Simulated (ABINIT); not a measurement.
# MnO (Fm-3m) in ABINIT: notebook

Aim: see how the results for MnO move with the level of theory and the settings. Levels: LDA-PZ+U, LDA+U. Tasks: Hund's J by linear response, Hubbard U by linear response.

Program: ABINIT 10.8.3 (patched build). These are calculated values, not measurements. Logs are shortened: lines on timing, memory, paths and dates and some standing lists are left out, and cuts for length are marked. The log counts tension as positive stress, the text compression.

**1. Starting point**

Symmetry: Fm-3m, No. 225, cubic system. The conventional cell has a = 4.448 Å, b = 4.448 Å, c = 4.448 Å, α = 90.00°, β = 90.00°, γ = 90.00°. Mn (site symmetry m-3m) is surrounded by 6 O at 2.22 Å. O (site symmetry m-3m) is surrounded by 6 Mn at 2.22 Å.

The cell is a database's computed one.

**2. Hund's J by linear response, LDA-PZ+U, collinear spin, ferromagnetic start**

run.abi

```
ndtset 4

pp_dirpath "./"
pseudos "Mn.LDA_PW-JTH.xml, O.LDA_PW-JTH.xml"

acell 3*1.0 Angstrom
rprim
     0.0000000000     2.2239077028     2.2239077028
     2.2239077028     0.0000000000     2.2239077028
     2.2239077028     2.2239077028     0.0000000000
ntypat 2
znucl 25 8
natom 2
typat 1 2
xred
            0.0            0.0            0.0
            1/2            1/2            1/2

ecut 26.0
pawecutdg 48.0

kptopt 2
ngkpt 5 5 5
nshiftk 1
shiftk 0.0 0.0 0.0

ixc -1009

nband 16
occopt 3
tsmear 0.00183747

nsppol 2
spinat
     0.0000000000     0.0000000000     4.0000000000
     0.0000000000     0.0000000000     0.0000000000
nsym 1

usepawu 1
lpawu 2 -1
upawu 2.0 0.0 eV
jpawu 0.0 0.0 eV
dmatpuopt 2

nstep 120
tolvrs 1.0e-9

prteig 0
prtebands 0
prtden 0
prtwf 0

irdwfk 1
macro_uj 4
pawujat 1
pawujv1 -0.15 eV
pawujv2 -0.05 eV
pawujv3 0.05 eV
pawujv4 0.15 eV
```

gs.abi

```
pp_dirpath "./"
pseudos "Mn.LDA_PW-JTH.xml, O.LDA_PW-JTH.xml"

acell 3*1.0 Angstrom
rprim
     0.0000000000     2.2239077028     2.2239077028
     2.2239077028     0.0000000000     2.2239077028
     2.2239077028     2.2239077028     0.0000000000
ntypat 2
znucl 25 8
natom 2
typat 1 2
xred
            0.0            0.0            0.0
            1/2            1/2            1/2

ecut 26.0
pawecutdg 48.0

kptopt 2
ngkpt 5 5 5
nshiftk 1
shiftk 0.0 0.0 0.0

ixc -1009

nband 16
occopt 3
tsmear 0.00183747

nsppol 2
spinat
     0.0000000000     0.0000000000     4.0000000000
     0.0000000000     0.0000000000     0.0000000000
nsym 1

usepawu 1
lpawu 2 -1
upawu 2.0 0.0 eV
jpawu 0.0 0.0 eV
dmatpuopt 2

nstep 120
tolvrs 1.0e-9

prteig 0
prtebands 0
prtden 0
```

Potentials or basis: JTH PAW LDA v2.0.

On the command line:

```
$ abinit gs.abi > log 2>&1
$ ln -s gso_WFK runi_DS1_WFK
$ ln -s gso_WFK runi_DS2_WFK
$ ln -s gso_WFK runi_DS3_WFK
$ ln -s gso_WFK runi_DS4_WFK
$ abinit run.abi > log 2>&1
$ lruj runo_DS1_LRUJ.nc runo_DS2_LRUJ.nc runo_DS3_LRUJ.nc runo_DS4_LRUJ.nc > lruj.log 2>&1
```

run.abo:

```text
.Version 10.8.3 of ABINIT
 DATASET    1 : space group P1 (#  1); Bravais aP (primitive triclinic)
================================================================================
 Values of the parameters that define the memory need for DATASET  1.
     intxc =       0    ionmov =       0      iscf =      17    lmnmax =      18
     lnmax =       6     mgfft =      30  mpssoang =       3    mqgrid =    3001
     natom =       2  nloc_mem =       2    nspden =       2   nspinor =       1
    nsppol =       2      nsym =       1    n1xccc =       1    ntypat =       2
    occopt =       3   xclevel =       1
       mpw =         951          nfft =       27000          nkpt =          63
 PAW method is used; the additional fine FFT grid is defined by:
   mgfftf=        40    nfftf =     64000
================================================================================
================================================================================
[... 29 lines left out ...]
 DATASET    4 : space group P1 (#  1); Bravais aP (primitive triclinic)
================================================================================
 Values of the parameters that define the memory need for DATASET  4.
     intxc =       0    ionmov =       0      iscf =      17    lmnmax =      18
     lnmax =       6     mgfft =      30  mpssoang =       3    mqgrid =    3001
     natom =       2  nloc_mem =       2    nspden =       2   nspinor =       1
    nsppol =       2      nsym =       1    n1xccc =       1    ntypat =       2
    occopt =       3   xclevel =       1
       mpw =         951          nfft =       27000          nkpt =          63
 PAW method is used; the additional fine FFT grid is defined by:
   mgfftf=        40    nfftf =     64000
================================================================================
================================================================================

--------------------------------------------------------------------------------
------------- Echo of variables that govern the present computation ------------
--------------------------------------------------------------------------------
 -outvars: echo values of preprocessed input variables --------
            acell      1.8897261259E+00  1.8897261259E+00  1.8897261259E+00 Bohr
              amu      5.49380500E+01  1.59994000E+01
         atvshift1      -0.00551   -0.00551   -0.00551   -0.00551   -0.00551
                         0.00551    0.00551    0.00551    0.00551    0.00551
                         0.00000    0.00000    0.00000    0.00000    0.00000
                         0.00000    0.00000    0.00000    0.00000    0.00000
         atvshift2      -0.00184   -0.00184   -0.00184   -0.00184   -0.00184
                         0.00184    0.00184    0.00184    0.00184    0.00184
                         0.00000    0.00000    0.00000    0.00000    0.00000
                         0.00000    0.00000    0.00000    0.00000    0.00000
         atvshift3       0.00184    0.00184    0.00184    0.00184    0.00184
                        -0.00184   -0.00184   -0.00184   -0.00184   -0.00184
                         0.00000    0.00000    0.00000    0.00000    0.00000
                         0.00000    0.00000    0.00000    0.00000    0.00000
         atvshift4       0.00551    0.00551    0.00551    0.00551    0.00551
                        -0.00551   -0.00551   -0.00551   -0.00551   -0.00551
                         0.00000    0.00000    0.00000    0.00000    0.00000
                         0.00000    0.00000    0.00000    0.00000    0.00000
           diemix      4.50000000E-01
             ecut      2.60000000E+01 Hartree
           irdwfk           1
                       outvar_i_n : Printing only first  50 k-points.
              ixc       -1009
           jdtset        1    2    3    4
                       outvar_i_n : Printing only first  50 k-points.
           kptopt           2
         kptrlatt        5    0    0      0    5    0      0    0    5
          kptrlen      2.97167033E+01
            lpawu           2      -1
         macro_uj        4
            natom           2
            nband          16
        natvshift        5
           ndtset           4
            ngfft          30      30      30
          ngfftdg          40      40      40
             nkpt          63
           nspden           2
           nsppol           2
            nstep         120
             nsym           1
           ntypat           2
                       prtocc : prtvol=0, do not print more k-points.
                       1.000000  1.000000  1.000000  1.000000  1.000000  1.000000
                       1.000000  1.000000  1.000000  1.000000  1.000000  0.000000
                       0.000000  0.000000  0.000000  0.000000
                       1.000000  1.000000  1.000000  1.000000  1.000000  1.000000
                       1.000000  1.000000  1.000000  1.000000  1.000000  0.000000
[... 130 lines left out ...]
                       1.000000  1.000000  1.000000  1.000000  1.000000  1.000000
                       1.000000  1.000000  1.000000  1.000000  0.000000  0.000000
                       0.000000  0.000000  0.000000  0.000000
                       1.000000  1.000000  1.000000  1.000000  1.000000  1.000000
                       1.000000  1.000000  1.000000  1.000000  0.000000  0.000000
                       0.000000  0.000000  0.000000  0.000000
                       1.000000  1.000000  1.000000  1.000000  1.000000  1.000000
                       1.000000  1.000000  1.000000  1.000000  0.000000  0.000000
                       0.000000  0.000000  0.000000  0.000000
                       1.000000  1.000000  1.000000  1.000000  1.000000  1.000000
                       1.000000  1.000000  1.000000  1.000000  0.000000  0.000000
                       0.000000  0.000000  0.000000  0.000000
                       1.000000  1.000000  1.000000  1.000000  1.000000  1.000000
                       1.000000  1.000000  1.000000  1.000000  0.000000  0.000000
                       0.000000  0.000000  0.000000  0.000000
                       prtocc : prtvol=0, do not print more k-points.
           occopt           3
        pawecutdg      4.80000000E+01 Hartree
           pawujv1    -5.5123983263E-03 Hartree
           pawujv2    -1.8374661088E-03 Hartree
           pawujv3     1.8374661088E-03 Hartree
           pawujv4     5.5123983263E-03 Hartree
           prtden           0
        prtebands           0
           prteig           0
            prtwf           0
            rprim      0.0000000000E+00  2.2239077028E+00  2.2239077028E+00
                       2.2239077028E+00  0.0000000000E+00  2.2239077028E+00
                       2.2239077028E+00  2.2239077028E+00  0.0000000000E+00
          spgroup           1
           spinat      0.0000000000E+00  0.0000000000E+00  4.0000000000E+00
                       0.0000000000E+00  0.0000000000E+00  0.0000000000E+00
           tolvrs      1.00000000E-09
           tsmear      1.83747000E-03 Hartree
            typat      1  2
            upawu      7.34986444E-02  0.00000000E+00 Hartree
          usepawu           1
           useylm           1
                       outvars : Printing only first  50 k-points.
           xangst      0.0000000000E+00  0.0000000000E+00  0.0000000000E+00
                       2.2239077028E+00  2.2239077028E+00  2.2239077028E+00
            xcart      0.0000000000E+00  0.0000000000E+00  0.0000000000E+00
                       4.2025764876E+00  4.2025764876E+00  4.2025764876E+00
             xred      0.0000000000E+00  0.0000000000E+00  0.0000000000E+00
                       5.0000000000E-01  5.0000000000E-01  5.0000000000E-01
            znucl       25.00000    8.00000

================================================================================

 chkinp: Checking input parameters for consistency, jdtset=   1.

 chkinp: Checking input parameters for consistency, jdtset=   2.
[... 36 lines left out ...]
 getcut: wavevector=  0.0000  0.0000  0.0000  ngfft=  40  40  40
         ecut(hartree)=     48.000   => boxcut(ratio)=   2.15796

--- Pseudopotential description ------------------------------------------------
- pspini: atom type   1  psp file is ./Mn.LDA_PW-JTH.xml
 Pseudopotential format is: paw10
 basis_size (lnmax)=  6 (lmn_size= 18), orbitals=   0   0   1   1   2   2
 Spheres core radius: rc_sph= 2.11191681
 Shapefunction is SIN type: shapef(r)=[sin(pi*r/rshp)/(pi*r/rshp)]**2
 Radius for shape functions =  1.80270168
 Compensation charge density is not taken into account in XC energy/potential

- pspini: atom type   2  psp file is ./O.LDA_PW-JTH.xml
 Pseudopotential format is: paw10
 basis_size (lnmax)=  4 (lmn_size=  8), orbitals=   0   0   1   1
 Spheres core radius: rc_sph= 1.41465230
 Shapefunction is SIN type: shapef(r)=[sin(pi*r/rshp)/(pi*r/rshp)]**2
 Radius for shape functions =  1.20231231
 Compensation charge density is not taken into account in XC energy/potential

   7.10398406E+02                                ecore*ucvol(ha*bohr**3)
--------------------------------------------------------------------------------

-inwffil : will read wavefunctions from disk file runi_DS1_WFK

 ******************************************
 DFT+U Method used: FLL
 ******************************************
[... 1021 lines left out ...]
-Cartesian components of stress tensor (GPa)         [Pressure= -9.1942E+00 GPa]
- sigma(1 1)=  9.19418388E+00  sigma(3 2)= -3.24720911E-07
- sigma(2 2)=  9.19418372E+00  sigma(3 1)= -9.76936782E-08
- sigma(3 3)=  9.19418448E+00  sigma(2 1)= -1.94244821E-07

== END DATASET(S) ==============================================================
================================================================================

 -outvars: echo values of variables after computation  --------
            acell      1.8897261259E+00  1.8897261259E+00  1.8897261259E+00 Bohr
           etotal1    -1.2105910321E+02
           etotal2    -1.2104308618E+02
           etotal3    -1.2102718765E+02
           etotal4    -1.2101135457E+02
            fcart1    -5.9137126548E-11  4.4363270940E-11 -3.4395051233E-11
                       5.9137126548E-11 -4.4363270940E-11  3.4395051233E-11
            fcart2     1.3548946050E-10  4.9554641621E-11  1.6828798506E-10
                      -1.3548946050E-10 -4.9554641621E-11 -1.6828798506E-10
            fcart3     6.2890611334E-11  8.6998888856E-11  1.0707388829E-10
                      -6.2890611334E-11 -8.6998888856E-11 -1.0707388829E-10
            fcart4    -1.2420805727E-10 -6.4951909639E-13  3.4000890311E-11
                       1.2420805727E-10  6.4951909639E-13 -3.4000890311E-11
            rprim      0.0000000000E+00  2.2239077028E+00  2.2239077028E+00
                       2.2239077028E+00  0.0000000000E+00  2.2239077028E+00
                       2.2239077028E+00  2.2239077028E+00  0.0000000000E+00
           strten1     2.3691455756E-04  2.3691456055E-04  2.3691456228E-04
                       6.9281678315E-13  7.3600128881E-13  3.7587647779E-12
           strten2     2.7484244880E-04  2.7484244647E-04  2.7484245117E-04
                      -4.9705359358E-12 -8.4925835299E-12 -3.9133314881E-12
           strten3     3.0336901852E-04  3.0336902169E-04  3.0336902147E-04
                      -2.3955853574E-13  2.9099165787E-12  8.1800797139E-13
           strten4     3.1250395837E-04  3.1250395295E-04  3.1250397850E-04
                      -1.1037039440E-11 -3.3205406314E-12 -6.6022472578E-12
           xangst      0.0000000000E+00  0.0000000000E+00  0.0000000000E+00
                       2.2239077028E+00  2.2239077028E+00  2.2239077028E+00
             xred      0.0000000000E+00  0.0000000000E+00  0.0000000000E+00
                       5.0000000000E-01  5.0000000000E-01  5.0000000000E-01
 Calculation completed.
```

Wall time 5.9 min (1 thread of Arm Neoverse V1, shared host); peak memory 0.13 GiB.

Results:

- Free energy: -3293.5335 eV
- Pressure: -8.6 GPa
- Band gap on the k mesh: none (metal or under the smearing width)
- Net moment: 4.92 μB per cell
- Site moments: Mn +4.36; O +0.20 μB
- Hund's J from linear response: 0.24 eV

Eigenvalues of the final occupation matrices:
```tsv
site	spin	trace	eigenvalues
atom 1	1	4.54	0.90 0.90 0.90 0.92 0.92
atom 1	2	0.22	0.03 0.03 0.03 0.07 0.07
```

Caveat: the k mesh is coarse (spacing up to 0.49 Å⁻¹), so the values aren't converged; the shifted atom has its images in every cell, so this scalar value isn't converged in cell size and belongs to these projectors alone; a cell with one magnetic atom can't hold antiferromagnetic order, which such compounds often take. The state reached can hang on the start; a lower one may exist.

**3. Hubbard U by linear response, LDA+U, collinear spin, ferromagnetic start**

run.abi

```
# Datasets
ndtset 4

# Pseudopotentials
pp_dirpath "./"
pseudos "Mn.LDA_PW-JTH.xml, O.LDA_PW-JTH.xml"

# Structure
acell 5.9433406616 5.9433406616 5.9433406616
rprim
     0.0000000000     0.7071067812     0.7071067812
     0.7071067812     0.0000000000     0.7071067812
     0.7071067812     0.7071067812     0.0000000000
ntypat 2
znucl 25 8
natom 2
typat 1 2
xred
            0.0            0.0            0.0
            1/2            1/2            1/2

# Plane-wave basis
ecut 22.0
pawecutdg 44.0

# k points
kptopt 2
ngkpt 5 5 5
nshiftk 1
shiftk 0.0 0.0 0.0

# Exchange and correlation
ixc 7

# Bands and occupations
nband 16
occopt 3
tsmear 0.00183747

# Spin
nsppol 2
spinat
     0.0000000000     0.0000000000     4.0000000000
     0.0000000000     0.0000000000     0.0000000000
nsym 1

# DFT+U
usepawu 1
lpawu 2 -1
upawu 0.0 0.0 eV
jpawu 0.0 0.0 eV
dmatpuopt 3

# SCF cycle
nstep 120
tolvrs 1.0e-9

# Output
prteig 0
prtebands 0
prtden 0
prtwf 0

# Linear response
irdwfk 1
macro_uj 1
pawujat 1
pawujv1 -0.15 eV
pawujv2 -0.05 eV
pawujv3 0.05 eV
pawujv4 0.15 eV
```

gs.abi

```
# Pseudopotentials
pp_dirpath "./"
pseudos "Mn.LDA_PW-JTH.xml, O.LDA_PW-JTH.xml"

# Structure
acell 5.9433406616 5.9433406616 5.9433406616
rprim
     0.0000000000     0.7071067812     0.7071067812
     0.7071067812     0.0000000000     0.7071067812
     0.7071067812     0.7071067812     0.0000000000
ntypat 2
znucl 25 8
natom 2
typat 1 2
xred
            0.0            0.0            0.0
            1/2            1/2            1/2

# Plane-wave basis
ecut 22.0
pawecutdg 44.0

# k points
kptopt 2
ngkpt 5 5 5
nshiftk 1
shiftk 0.0 0.0 0.0

# Exchange and correlation
ixc 7

# Bands and occupations
nband 16
occopt 3
tsmear 0.00183747

# Spin
nsppol 2
spinat
     0.0000000000     0.0000000000     4.0000000000
     0.0000000000     0.0000000000     0.0000000000
nsym 1

# DFT+U
usepawu 1
lpawu 2 -1
upawu 0.0 0.0 eV
jpawu 0.0 0.0 eV
dmatpuopt 3

# SCF cycle
nstep 120
tolvrs 1.0e-9

# Output
prteig 0
prtebands 0
prtden 0
```

Potentials or basis: JTH PAW LDA v2.0.

On the command line:

```
$ abinit gs.abi > log 2>&1
$ ln -s gso_WFK runi_DS1_WFK
$ ln -s gso_WFK runi_DS2_WFK
$ ln -s gso_WFK runi_DS3_WFK
$ ln -s gso_WFK runi_DS4_WFK
$ abinit run.abi > log 2>&1
$ lruj runo_DS1_LRUJ.nc runo_DS2_LRUJ.nc runo_DS3_LRUJ.nc runo_DS4_LRUJ.nc > lruj.log 2>&1
```

run.abo:

```text
.Version 10.8.3 of ABINIT
 DATASET    1 : space group P1 (#  1); Bravais aP (primitive triclinic)
================================================================================
 Values of the parameters that define the memory need for DATASET  1.
     intxc =       0    ionmov =       0      iscf =      17    lmnmax =      18
     lnmax =       6     mgfft =      27  mpssoang =       3    mqgrid =    3001
     natom =       2  nloc_mem =       2    nspden =       2   nspinor =       1
    nsppol =       2      nsym =       1    n1xccc =       1    ntypat =       2
    occopt =       3   xclevel =       1
       mpw =         739          nfft =       19683          nkpt =          63
 PAW method is used; the additional fine FFT grid is defined by:
   mgfftf=        36    nfftf =     46656
================================================================================
================================================================================
[... 29 lines left out ...]
 DATASET    4 : space group P1 (#  1); Bravais aP (primitive triclinic)
================================================================================
[... 1341 lines left out ...]
            fcart3    -1.5019081729E-10  9.5725527384E-11 -3.1353196396E-11
                       1.5019081729E-10 -9.5725527384E-11  3.1353196396E-11
            fcart4    -1.3040534057E-10  3.7920280190E-11  7.6117906705E-11
                       1.3040534057E-10 -3.7920280190E-11 -7.6117906705E-11
            rprim      0.0000000000E+00  7.0710678120E-01  7.0710678120E-01
                       7.0710678120E-01  0.0000000000E+00  7.0710678120E-01
                       7.0710678120E-01  7.0710678120E-01  0.0000000000E+00
           strten1     6.1419786344E-04  6.1419786669E-04  6.1419789024E-04
                      -2.8329887909E-12  1.1193862327E-11  4.1749965689E-12
           strten2     6.0505657022E-04  6.0505658724E-04  6.0505658663E-04
                       2.9838474908E-12 -7.5510102905E-12 -6.5680604391E-12
           strten3     5.9635605184E-04  5.9635603826E-04  5.9635605242E-04
                      -6.9703530676E-12  6.3243612897E-13  8.8453488804E-12
           strten4     5.8801745729E-04  5.8801746623E-04  5.8801746426E-04
                      -5.9973556540E-12 -7.1685678418E-12 -2.9029763040E-12
           xangst      0.0000000000E+00  0.0000000000E+00  0.0000000000E+00
                       2.2239077013E+00  2.2239077013E+00  2.2239077013E+00
             xred      0.0000000000E+00  0.0000000000E+00  0.0000000000E+00
                       5.0000000000E-01  5.0000000000E-01  5.0000000000E-01
 Calculation completed.
```

Run time: 4.3 min. Hardware: 1 thread of Arm Neoverse V1, shared host; peak memory 0.11 GiB.

Results:

| Quantity | Value |
| --- | --- |
| Free energy | -3294.5284 eV |
| Band gap on the k mesh | none (metal or under the smearing width) |
| Net moment | 4.54 μB per cell |
| Site moments | Mn +4.03; O +0.17 μB |
| Hubbard U from linear response | 5.77 eV |

Eigenvalues of the final occupation matrices:
| site | spin | trace | eigenvalues |
| --- | --- | --- | --- |
| atom 1 | 1 | 4.36 | 0.85 0.85 0.89 0.89 0.89 |
| atom 1 | 2 | 0.37 | 0.07 0.07 0.07 0.08 0.08 |

Caveat: the k mesh is coarse (spacing up to 0.49 Å⁻¹), so the values aren't converged; the shifted atom has its images in every cell, so this scalar value isn't converged in cell size and belongs to these projectors alone; the cutoff is too short for stress, so the log's stress isn't used; a cell with one magnetic atom can't hold antiferromagnetic order, which such compounds often take. The state reached can hang on the start; a lower one may exist.
